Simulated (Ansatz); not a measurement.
The system is Hf.

```
CELL_PARAMETERS angstrom
-1.80500 1.80500 1.80500
1.80500 -1.80500 1.80500
1.80500 1.80500 -1.80500
ATOMIC_POSITIONS crystal
Hf 0.00000 0.00000 0.00000
```

This isn't the form of Hf at room conditions, which is hcp.

```yaml
Program: Ansatz 0.2.0
Task: relaxation of cell and atoms
Functional: LDA
Potentials_or_basis: Ansatz PAW
Cutoff: "420 eV (not typed: the program's choice for these potentials)"
k_mesh: 10 × 10 × 10
Occupations: fermi-dirac, width 0.05 eV
Spin: no spin polarisation
```

At the start: volume 23.52 Å³/atom.

**Question.** Where does the relaxation end?

**Answer.** It ends after 5 steps and the volume is 20.42 Å³/atom (-13.2 %); space group Im-3m (No. 229, to 0.05 Å).

Step by step:
```
step  energy change (eV)  largest force (eV/Å)  volume (Å³)
   1              0.0000                0.0000        23.52
   2             -0.1350                0.0000        20.25
   3             -0.1355                0.0000        20.45
   4             -0.1355                0.0000        20.42
   5             -0.1350                0.0000        20.42
```

Final structure:
```
CELL_PARAMETERS angstrom
-1.72195 1.72195 1.72195
1.72195 -1.72195 1.72195
1.72195 1.72195 -1.72195
ATOMIC_POSITIONS crystal
Hf 0.00000 0.00000 0.00000
```

Caveat: the plane-wave basis is chosen anew once the cell has moved, so the energies of steps on either side of that aren't comparable; the PAW data sets come from PBE, with cores solved anew for the run's functional, which leaves a small shift of forces and pressure.
